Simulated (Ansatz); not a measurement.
## Si2Mo (fluorite type) under strong compression

```xyz
3
Lattice="0.0000 2.9276 2.9276 2.9276 0.0000 2.9276 2.9276 2.9276 0.0000" Properties=species:S:1:pos:R:3 pbc="T T T"
Mo    0.0000    0.0000    0.0000
Si    1.4638    1.4638    1.4638
Si    4.3914    4.3914    4.3914
```

The cell comes from a relaxation on PAW files under the same functional, begun from a prototype that needn't be the stable phase.

Its volume is scaled at fixed shape and fractional positions.

All numbers are PBE results (scalar-relativistic) from Ansatz 0.2.0, with a Γ-centred 10×10×10 k mesh, Fermi–Dirac smearing of 0.05 eV, no spin polarisation. Methods: LAPW: all electrons, basis error target 1 meV/atom; PAW: frozen-core files, cutoff 420 eV; crystal datasets: all electrons, by PAW datasets that the program makes for each cell; norm-conserving: pseudopotentials, cutoff 1088 eV.

Energies are extrapolated to zero smearing and count from the unscaled cell; pressure is positive in compression; gaps take the mesh and a band path. No temperature or zero-point motion is included.

```tsv
V/V0	V (Å³/atom)	P LAPW (GPa)	ΔE LAPW (eV/atom)	P PAW − LAPW (GPa)	ΔE PAW − LAPW (meV/atom)
1.00	16.73	0.03	0.000	-0.03	0.0
0.94	15.72	9.56	0.029	-0.04	-0.2
0.88	14.72	21.7	0.124	-0.03	-0.4
0.80	13.38	46.4	0.401	-0.02	-0.6
0.72	12.04	84.3	0.936	-0.01	-0.8
0.62	10.37	165.5	?	0.07	-0.6
```

(1) Fill in "ΔE LAPW (eV/atom)" for the row "0.62".

(2) Fit the Vinet equation to the LAPW pressures over the whole range, with residuals weighted by 1/(|P| + 0.03·Pmax).

(3) From the table, what is the rise of the enthalpy H = E + pV up to the last row, and how stiff is the crystal between the last two rows?

(4) At the smallest volume, how far do crystal datasets and norm-conserving lie from LAPW in pressure?

(5) How do the Löwdin populations by LAPW change from the unscaled cell to the last row?

Answers

(1) 2.197.

(2) V0 = 16.73 Å³/atom, B0 = 131 GPa and B0′ = 4.27, and the fit misses no point by more than 1 GPa. A fit over so wide a range pins B0 less well than one near rest.

(3) ΔH = 2.197 eV + (165.5 GPa × 10.37 Å³ − 0.03 GPa × 16.73 Å³) × 0.006242 eV/(GPa·Å³) = 12.91 eV/atom, of which pV makes 83 %. The mean bulk modulus there is −ΔP/Δln V = 543 GPa.

(4) crystal datasets: +0.01 GPa; norm-conserving: -0.28 GPa, on a LAPW pressure of 165.5 GPa.

(5) Mo 4s 1.93 → 1.85, Mo 5s 0.56 → 0.51, Mo 4p 5.97 → 5.90, Mo 4d 5.78 → 6.68, Si 3s 1.26 → 0.95, Si 3p 2.55 → 2.49 electrons an atom. These are projections on the shells that the free atoms fill; 0.17 e a cell lies outside them at the start and 0.27 e at the end.
